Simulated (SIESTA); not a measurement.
Runs of SIESTA 5.4.2 on Au. Symmetry: Fm-3m, No. 225, cubic system. The conventional cell has a = 4.070 Å, b = 4.070 Å, c = 4.070 Å, α = 90.00°, β = 90.00°, γ = 90.00°. Au (site symmetry m-3m) is surrounded by 12 Au at 2.88 Å. 

```tsv
level	potentials or basis	spin	k mesh	energy shift	gap on the mesh (eV)	pressure (GPa)
PBE	SG15 1.2 (PBE files) or PseudoDojo by element, DZP (energy shift 0.003 Ry; two zetas on semicore shells)	off	11 × 11 × 11	0.003 Ry	none	10.1
PBE	PseudoDojo 0.4 standard (PBE files), SZ (energy shift 0.003 Ry)	off	11 × 11 × 11	0.003 Ry	none	39.5
LDA	PseudoDojo 0.4 standard (LDA files), DZP (energy shift 0.003 Ry; two zetas on semicore shells)	off	11 × 11 × 11	0.003 Ry	none	(b)
PBE	PseudoDojo 0.4 standard (PBE files, fully relativistic), DZP (energy shift 0.003 Ry; two zetas on semicore shells)	non-collinear, zero start, SOC	8 × 8 × 8	0.003 Ry	none	(a)
PBE	PseudoDojo 0.4 standard (PBE files), DZ (energy shift 0.003 Ry; two zetas on semicore shells)	off	11 × 11 × 11	0.003 Ry	none	7.2
PBE	PseudoDojo 0.4 standard (PBE files), TZDP (energy shift 0.01 Ry)	off	11 × 11 × 11	0.01 Ry	none	5.8
```

Alike in all rows: task band structure; cell as given; smearing fermi-dirac 0.05 eV; grid cutoff 800 Ry.

Q: Fill in the values left out.

A: (a) 7.4; (b) -1.6.

Caveats: the basis of atomic orbitals isn't converged, which shifts pressures, moduli and gaps; spin-orbit coupling is left out, which moves the levels of the heavy elements (some runs); short orbitals over semicore shells can move pressures by several GPa (some runs); the basis has no polarisation orbitals (some runs); a pressure of tens of GPa on the cell as given is suspect, and the run, the potentials or the cell itself is likely at fault (some runs); semicore shells carry a single zeta, which can move pressures by several GPa and volumes by a few percent (some runs).

A k mesh can miss the band edges, and rows without SOC leave out spin-orbit coupling on Au.

A gap of «none» marks a metal or a gap under the smearing width.
